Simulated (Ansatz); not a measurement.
A surface is cut from this relaxed crystal of ZnSe:

Space group F-43m (No. 216). a = 5.732 Å, b = 5.732 Å, c = 5.732 Å, α = 90.00°, β = 90.00°, γ = 90.00°
| atom | site | symmetry | x | y | z |
| --- | --- | --- | --- | --- | --- |
| Zn | 4a | -43m | 0.0000 | 0.0000 | 0.0000 |
| Se | 4c | -43m | 0.2500 | 0.2500 | 0.2500 |

Miller indices refer to the conventional cell of F-43m (No. 216), a = 5.732 Å, b = 5.732 Å, c = 5.732 Å, α = 90.00°, β = 90.00°, γ = 90.00°. The bulk's gap is 1.15 eV.

The (100) slab of 7 planes, 8.6 Å thick with 15 Å of vacuum as cut; outer planes Zn (top) and Zn (bottom).

Theory: DFT PBE, scalar-relativistic, plane waves, PAW in Ansatz 0.2.0. Settings: cutoff 420 eV, Γ-centred mesh 7×7×1 on the computed 7-atom cell, Gaussian smearing of 0.05 eV; no spin polarisation. The cell repeats along c with a dipole correction in the vacuum.

The slab isn't stoichiometric (Zn4Se3), so its surface energy depends on the chemical potentials; it is given with the excess atoms taken from the element's standard state, a limit at which the compound may itself be unstable, so the figure can be too low. This cut of an insulator is polar or leaves open shells, so the slab is metallic here; real surfaces compensate by reconstruction or adsorbates.

With the atoms at the bulk's places:

- Surface energy with the excess atoms taken from the elements: 1.53 J/m²
- Gap of the slab on the mesh: none (metal or semimetal)
- Work function: 4.25 eV

(1) What changes when all atoms relax within this surface cell and its symmetry?

Spin polarisation was left out, and a magnetic state may lie lower.

Results:

(1) The energy falls by 0.009 J/m² a face, and the largest move is 0.10 Å.

* Surface energy with the excess atoms taken from the elements: 1.53 J/m²
* Gap of the slab on the mesh: none (metal or semimetal)
* Work function: 4.27 eV

```csv
plane (bottom to top),atoms,"spacing to next, bulk (Å)",relaxed (Å),change (%)
1,Zn,1.433,1.480,+3.3
2,Se,1.433,1.475,+2.9
3,Zn,1.433,1.443,+0.7
4,Se,1.433,1.443,+0.7
5,Zn,1.433,1.475,+2.9
6,Se,1.433,1.480,+3.3
7,Zn,,,
```